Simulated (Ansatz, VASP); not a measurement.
## CuAu: VASP beside Ansatz

File INCAR:

```
PREC = Accurate
ENCUT = 520
EDIFF = 1E-6
ISMEAR = 0
SIGMA = 0.15
LREAL = False
LASPH = True
NELM = 80
ALGO = Fast
ISIF = 2
LWAVE = False
LCHARG = False
GGA = PE
NBANDS = 18
```

KPOINTS

```
regular mesh
0
Gamma
  18 18 14
```

The input POSCAR:

```
CuAu
1.0
    2.8000000000      0.0000000000      0.0000000000
    0.0000000000      2.8000000000      0.0000000000
    0.0000000000      0.0000000000      3.7250500000
Cu Au
1 1
Direct
    0.5000000000      0.5000000000      0.5000000000
    0.0000000000      0.0000000000      0.0000000000
```

Input for Ansatz:

```yaml
crystal:
  lattice:
    - [2.8, 0.0, 0.0]
    - [0.0, 2.8, 0.0]
    - [0.0, 0.0, 3.72505]
  atoms:
    - { symbol: Cu, position: [0.5, 0.5, 0.5] }
    - { symbol: Au, position: [0.0, 0.0, 0.0] }
basis:
  ecutwfc: 420
kpoints:
  mp_grid: { grid: [18, 18, 14] }
hamiltonian:
  xc: pbe
scf:
  occupations: { method: gaussian, width: 0.15 }
output:
  forces: true
  stress: true
  eigenvalues: true
```

Change from the starting cell: strain +0.000 along x and y, +0.015 along z, atoms carried along.

Alike in both runs: task single point; functional PBE; k mesh 18 × 18 × 14; occupations gaussian, width 0.15 eV; no spin polarisation.

|  | VASP | Ansatz |
| --- | --- | --- |
| version | VASP 6.6.1 | Ansatz 0.2.0 |
| potentials or method | VASP PAW PBE potentials, release 64 (Cu, Au) | scalar-relativistic, plane waves, PAW |
| plane-wave cutoff (eV) | 520 | 420 |
| valence electrons in the cell | 22 | 38 |

VASP gave:

| Property | Result |
| --- | --- |
| gap on the k mesh at the Fermi level (eV) | none |
| pressure (GPa) | 4.4 |
| largest component of the traceless stress (GPa) | 0.97 |

Question: Which values does Ansatz return?

Answer: gap on the k mesh at the Fermi level (eV): none; pressure (GPa): 4.3; largest component of the traceless stress (GPa): 1.02.

A gap of «none» marks a metal or a gap that the smearing closes. The two sets of potentials don't hold the same shells in valence.

The runs have no spin-orbit coupling, so splittings on Au are missing.
